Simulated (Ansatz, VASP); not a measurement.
Mg4H: VASP beside Ansatz

The input INCAR:

```
SYSTEM = Mg4H
ALGO = Normal
DIPOL = 0.5 0.5 0.514
EDIFF = 1E-6
ENCUT = 520
GGA = PS
IDIPOL = 3
ISIF = 2
ISMEAR = 0
LASPH = .TRUE.
LCHARG = .FALSE.
LDIPOL = .TRUE.
LREAL = .FALSE.
LWAVE = .FALSE.
NBANDS = 12
NELM = 80
PREC = Accurate
SIGMA = 0.1
```

Contents of KPOINTS:

```
k-points
0
G
  9 9 1
  0 0 0
```

Contents of POSCAR:

```
Mg4H
1.0
    3.1837023370      0.0000000000      0.0000000000
   -1.5918511685      2.7571671019      0.0000000000
    0.0000000000      0.0000000000     26.7081898776
Mg H
4 1
Direct
    0.6666666667      0.3333333333      0.3182544395
    0.3333333333      0.6666666666      0.4146106426
    0.6666666667      0.3333333333      0.5090329198
    0.3333333333      0.6666666666      0.6065324327
    0.3333333333      1.1666666666      0.7195459069
```

Input for Ansatz:

```yaml
crystal:
  lattice:
    - [3.183702337, 0.0, 0.0]
    - [-1.5918511685, 2.7571671019, 0.0]
    - [0.0, 0.0, 26.7081898776]
  atoms:
    - { symbol: Mg, position: [0.6666666667, 0.3333333333, 0.3182544395] }
    - { symbol: Mg, position: [0.3333333333, 0.6666666666, 0.4146106426] }
    - { symbol: Mg, position: [0.6666666667, 0.3333333333, 0.5090329198] }
    - { symbol: Mg, position: [0.3333333333, 0.6666666666, 0.6065324327] }
    - { symbol: H, position: [0.3333333333, 1.1666666666, 0.7195459069] }
basis:
  ecutwfc: 420
kpoints:
  mp_grid: { grid: [9, 9, 1] }
hamiltonian:
  xc: pbesol
scf:
  occupations: { method: gaussian, width: 0.1 }
output:
  forces: true
  stress: true
  eigenvalues: true
  write_density: true
  write_potential: true
  elf: true
  volumetric_format: npy
efield:
  axis: 3
  dipole_correction: true
  ramp_width: 0.04
```

Alike in both runs: task single point; functional PBEsol; k mesh 9 × 9 × 1; occupations gaussian, width 0.1 eV; no spin polarisation.

|  | VASP | Ansatz |
| --- | --- | --- |
| version | VASP 6.6.1 | Ansatz 0.2.0 |
| potentials or method | VASP PAW PBE potentials, release 64 (Mg, H) | scalar-relativistic, plane waves, PAW |
| plane-wave cutoff (eV) | 520 | 420 |
| valence electrons in the cell | 9 | 41 |

```tsv
	VASP	Ansatz	Ansatz less VASP
gap on the k mesh at the Fermi level (eV)	none	none	-
rms of the force components (eV/Å)	0.250	0.250	+0.0004
```

Atom by atom the forces differ by 0.001 eV/Å (rms over components). A gap of «none» marks a metal or a gap that the smearing closes. The two sets of potentials don't hold the same shells in valence.

Caveats: the PAW data sets were made with another functional, which shifts forces and pressure a little (VASP).
